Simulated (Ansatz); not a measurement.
The cell is the one relaxed in the Materials Project (mp-131), not relaxed further here; entries there can be hypothetical.

Zr: DFT, PBE, PAW with Ansatz's default frozen-core files, scalar-relativistic (Ansatz 0.2.0).

```yaml
crystal:
  lattice:
    - [3.2392314131, 0.0, 0.0]
    - [-1.6196157066, 2.8052566925, 0.0]
    - [0.0, 0.0, 5.17222]
  atoms:
    - { symbol: Zr, position: [0.3333333333, 0.6666666667, 0.25] }
    - { symbol: Zr, position: [0.6666666667, 0.3333333333, 0.75] }
kpoints:
  mp_grid: { grid: [12, 12, 7] }
  band_path:
    path:
      - [0.0, 0.0, 0.0]
      - [0.5, 0.0, 0.0]
      - [0.3333333333, 0.3333333333, 0.0]
      - [0.0, 0.0, 0.0]
      - [0.0, 0.0, 0.5]
      - [0.5, 0.0, 0.5]
      - [0.3333333333, 0.3333333333, 0.5]
      - [0.0, 0.0, 0.5]
      - [0.5, 0.0, 0.5]
    npoints: 8
scf:
  occupations: { method: fermi_dirac, width: 0.05 }
hamiltonian:
  xc: pbe
  pseudopotentials: { kind: paw }
output:
  forces: true
  stress: true
  eigenvalues: true
  efg: { contact_densities: true }
  populations: true
  bader: true
  dos: { projected: true, de: 0.2, e_range: [-14, 8] }
```

Output:

```
Zr: output.efg is read without spin–orbit coupling, which moves field gradients at and beside such atoms by some per cent and up to a factor of two; PAW files take it under magnetization.noncollinear and magnetization.spin_orbit
Engine: ansatz 0.2.0
Pseudopotentials: kind: paw
Pseudopotential: Zr, paw, valence charge 12, recommended cutoff 420 eV (normal)
Functional definition: PBE
  parameter kappa = 0.804
  parameter beta = 0.06672455060314922
  exchange = pbe_x(kappa = kappa, mu = beta*pi^2/3)
  correlation = pbe_c(beta = beta)
Crystal: 2 atoms, lattice volume = 46.999 Å³
Basis set: ecut = 420 eV, 941 PW (Γ), exchange–correlation on 48×48×72 points (8 copies of the dense FFT grid, shifted against one another)
Bands: 16, of which v1, the nominal top of the filled ones, is band 12 counted from 1 (11 counted from 0)
Symmetry: 24 space group operations
Space group: P63/mmc (ITA 194), of the structure as read, at distance tolerance 3.6e-5 Å
k-points: 76 of 1008
Non-local potential: Zr, projectors of the file, l = 0: 3, l = 1: 2, l = 2: 2, l = 3: 2
PAW form: soft (Blöchl's): semilocal exchange-correlation on the pseudo side does not see the compensation charge
PAW one-centre angular grid: Zr, 590 points (default); XC on 64 Gauss nodes
Initial density: superposition of atomic densities (neutral atoms: chi_scale 0, normalization atom), corrected by the library's trained network
Initial wavefunctions: pseudopotential atomic-orbital guess
Functional: x = pbe(κ = 0.804, μ = 0.2195149727645171), c = pbe(β = 0.06672455060314922)
SCF iter   1: F=—  HF=-8367.677474 eV  |F-HF|=—  |Δ(HF+E_count)|=         —  Δρ=3.07e-3  dr2=1.85e-3  ethr=1.77e-3  ⟨swp⟩=4.8  Hψ=5178  notcnv=0
preconditioner: auto → Kerker (q_TF=auto, 2.439 Å⁻¹)  [metal: Δε(μ)=0.004 eV  Ē_g=3.117 eV  σ=0.050 eV  W_gap=0.02  n_scr=10 (ndim 8)  ℏωp=15.3 eV  f_vac=0.000  D(μ)=2.35/eV (n_scr^D=22)]
SCF iter   2: F=—  HF=-8367.676583 eV  |F-HF|=—  |Δ(HF+E_count)|=   8.91e-4  Δρ=1.84e-3  dr2=7.24e-4  ethr=7.70e-6  ⟨swp⟩=2.8  Hψ=2656  notcnv=0
SCF iter   3: F=—  HF=-8367.676903 eV  |F-HF|=—  |Δ(HF+E_count)|=   3.20e-4  Δρ=2.89e-4  dr2=2.76e-5  ethr=3.02e-6  ⟨swp⟩=2.9  Hψ=2128  notcnv=0
SCF iter   4: F=—  HF=-8367.676895 eV  |F-HF|=—  |Δ(HF+E_count)|=   8.62e-6  Δρ=9.70e-5  dr2=3.65e-6  ethr=1.15e-7  ⟨swp⟩=2.8  Hψ=2029  notcnv=0
iter 5 did not close the SCF: its close was put off for the readings that it lacked (scf_convergence_deferred on its scf_iter line)
SCF iter   5: F=-8367.676894 eV  HF=-8367.676894 eV  |F-HF|=3.23e-9  |Δ(HF+E_count)|=   1.52e-7  Δρ=1.39e-5  dr2=6.12e-8  ethr=1.52e-8  ⟨swp⟩=3.0  Hψ=2160  notcnv=0
SCF iter   6: F=-8367.676895 eV  HF=-8367.676895 eV  |F-HF|=7.88e-10  |Δ(HF+E_count)|=   1.38e-8  Δρ=2.76e-6  dr2=2.72e-9  ethr=2.55e-10  ⟨swp⟩=2.0  Hψ=3821  notcnv=0
SCF 1 converged in 6 iterations: F = -8367.676895 eV  dr2 = 2.72e-9
  greatest PAW one-centre occupation: 0.996 electrons in one spin orbital (limit 2), on the Zr atom at site 1 (counted from 0), in its partial waves of l = 0
NSCF: frozen V_eff on 65 k-points
SCF converged after 6 iterations
Free energy (F): -8367.676895 eV
Harris-Foulkes:  -8367.676895 eV  (|F-HF|=7.88e-10)
Internal energy: -8367.657833 eV  (E = F + TS)
E sigma→0 (E₀):  -8367.667364 eV
Entropy (-TS):   -0.019061 eV (-9.531 meV/atom)
Fermi energy:    13.858532 eV
--- Per-component energies (eV) ---
  E_band       = -197.536367
  E_kinetic    = 664.711989
  E_local      = -1262.429512  (includes V_loc(G=0)·N_el)
  E_nonlocal   = 160.973126
  E_hartree    = 390.670507
  E_xc         = -322.726975
  E_vxc        = -381.058319  (∫ρ·V_xc dr)
  E_paw        = -5908.204560  (= ΣΔE_a)
  E_vpaw       = -161.073449  (= ΣTr[D̂ρ^β])
  E_aug_tail   = 0.000049  (compensation charges beyond the density's cutoff)
  E_ewald      = -2090.652456
  E_smearing   = -0.019061  (= −TS)
  E_closure    = -0.000000  (closes the sum)
  Σ components = -8367.676895   (vs F -8367.676895, Δ=0.00e0)
--- Forces (eV/Å), atoms counted from 1 ---
  atom   1  Zr    -0.00000000    -0.00000000     0.00000000
  atom   2  Zr     0.00000000     0.00000000     0.00000000
  max |Σ_I F_I| component: 1.39e-17 eV/Å
--- Stress (GPa, compression-positive) ---
       -0.486281      -0.000000      -0.000000
       -0.000000      -0.486281       0.000000
       -0.000000       0.000000      -0.189490
  P = ⅓ Tr σ = -0.3874 GPa (-3.874 kbar)
--- PAW observables at the nuclei: V_zz in 10²¹ V/m², potentials from the cell's mean, atoms counted from 1 ---
  atom   1  Zr V_zz =    +3.935619   η = 0.0000   by run symmetry: allowed
            electrostatic potential = -5928.043583 V   contact ρ = 490537.380411 e/Å³
  atom   2  Zr V_zz =    +3.935619   η = 0.0000   by run symmetry: allowed
            electrostatic potential = -5928.043583 V   contact ρ = 490537.380411 e/Å³
--- Band table (eV; the first three rows and the last of 76) ---
  k-point 0: bands = ["-34.9868", "-34.8393", "-13.4968", "-12.6537", "-12.6537", "-12.5240", "-12.5178", "-12.5178", "8.2231", "10.8490", "14.7185", "14.7185", "14.8412", "14.9730", "15.3963", "15.3963"]
  k-point 1: bands = ["-34.9796", "-34.8467", "-13.4515", "-12.6470", "-12.6470", "-12.5755", "-12.5246", "-12.5246", "8.3911", "10.8321", "14.6354", "14.6354", "14.6708", "14.7115", "15.2728", "15.2728"]
  k-point 2: bands = ["-34.9594", "-34.8674", "-13.3234", "-12.7178", "-12.6283", "-12.6283", "-12.5436", "-12.5436", "8.8656", "10.6914", "14.1112", "14.3813", "14.5380", "14.5380", "14.9981", "14.9981"]
  k-point 75: bands = ["-34.8210", "-34.8210", "-13.2661", "-13.2661", "-13.0835", "-13.0148", "-12.6856", "-12.6856", "12.4396", "12.4396", "12.4691", "12.6837", "13.8241", "13.8241", "15.6956", "16.1449"]
--- Löwdin populations: 2 sites ---
  site symbol       q [e]
     0     Zr     11.9274
     1     Zr     11.9274
  spilling = 0.006048 (of n_electrons = 24.000000)
--- Bader charges: 2 sites ---
  site symbol  charge [e]  shift [e]
     0     Zr      0.0000     0.0000
     1     Zr      0.0000     0.0000
  estimated error of the sums over rays = 3.3e-4 e
```

populations.tsv:

```
# site	symbol	l	j	q
# orbitals = lowdin
# n_electrons = 24.000000
# spilling = 0.006048
0	Zr	0_4S	-	1.945218
0	Zr	0_5S	-	0.831689
0	Zr	1_4P	-	5.973446
0	Zr	2_4D	-	3.177074
1	Zr	0_4S	-	1.945218
1	Zr	0_5S	-	0.831689
1	Zr	1_4P	-	5.973446
1	Zr	2_4D	-	3.177074
```

bader_charges.tsv:

```
# site	symbol	x_ang	y_ang	z_ang	partial_charge_e	electrons	volume_ang3	relative_density_drop	shared_charge_e	partial_wave_shift_e
# quadrature_error_electrons = 3.3e-4
0	Zr	0.0000	1.8702	1.2931	0.00001	39.99999	23.50	-	0.00001	0.00000
1	Zr	1.6196	0.9351	3.8792	-0.00001	40.00001	23.50	-	-0.00001	0.00000
```
